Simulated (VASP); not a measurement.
Write the native input for VASP 6.6.1 that does the following.

- Task: single point
- Functional: PBE
- Potentials or basis: VASP PAW PBE potentials, release 64 (Ti_sv, B)
- Cutoff: 520 eV
- k mesh: 21 × 21 × 18
- Occupations: gaussian, width 0.1 eV
- Spin: no spin polarisation
- Further INCAR settings: ALGO = Normal; EDIFF = 1e-07; NBANDS = 16

The structure of TiB2 lies in POSCAR:

```
TiB2
1.0
    3.0292000000      0.0000000000      0.0000000000
   -1.5146000000      2.6233641500      0.0000000000
    0.0000000000      0.0000000000      3.2284000000
Ti B
1 2
Direct
    0.0000000000      0.0000000000      0.0000000000
    0.3333333300      0.6666666700      0.5000000000
    0.6666666700      0.3333333300      0.5000000000
```

These files were run (other wordings do the same):

INCAR

```
SYSTEM = TiB2
PREC = Accurate
ENCUT = 520
EDIFF = 1E-7
ISMEAR = 0
SIGMA = 0.1
LREAL = .False.
LASPH = .True.
NELM = 80
ALGO = Normal
ISIF = 2
LWAVE = .False.
LCHARG = .False.
GGA = PE
NBANDS = 16
```

KPOINTS

```
Automatic mesh
0
Gamma
  21 21 18
  0 0 0
```

Potentials or basis: VASP PAW PBE potentials, release 64 (Ti_sv, B).

The run is started by

```sh
$ cat potpaw_PBE.64/Ti_sv/POTCAR potpaw_PBE.64/B/POTCAR > POTCAR
$ mpirun -np 1 vasp_std > vasp.out
```

Results of the run:

| Item | Value |
| --- | --- |
| Pressure | 0.4 GPa |
| Band gap on the k mesh | none (metal or under the smearing width) |

Wall time 71 s on 1 thread of Intel(R) Xeon(R) Platinum 8488C (Sapphire Rapids), on a shared host, peak memory 0.29 GiB.
